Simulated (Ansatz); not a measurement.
Mg, 1 atom in the cell. The structure is cubic, space group Fm-3m (No. 225). The conventional cell has a = 4.489 Å, b = 4.489 Å, c = 4.489 Å, α = 90.00°, β = 90.00°, γ = 90.00°. Mg (site symmetry m-3m) is surrounded by 12 Mg at 3.17 Å. This isn't the form of Mg at room conditions, which is hcp.

| Property | Result |
| --- | --- |
| Program | Ansatz 0.2.0 |
| Task | density of states |
| Functional | revPBE |
| Dispersion | D3(BJ) |
| Potentials or basis | Ansatz PAW |
| Cutoff | 420 eV (not typed: the program's choice for these potentials) |
| k mesh | 10 × 10 × 10 |
| Occupations | cold, width 0.1 eV |
| Spin | spin-orbit coupling, no magnetisation |

Potentials or basis: Ansatz PAW.

The run is started by

```console
$ ansatz run input.yaml --threads 2 --pin off --max-ram 5120MiB --backend cpu --events-out ev --progress --plain --runs-dir out
```

Hardware: 2 threads of Arm Neoverse V2 (shared host).

Problem. How long does it take, and how much memory?

Solution. It took 2.8 s on 2 threads of Arm Neoverse V2 (shared host), peak memory 0.32 GiB. Counts: scf iterations 5, plane waves 459, k points 47, bands 16.
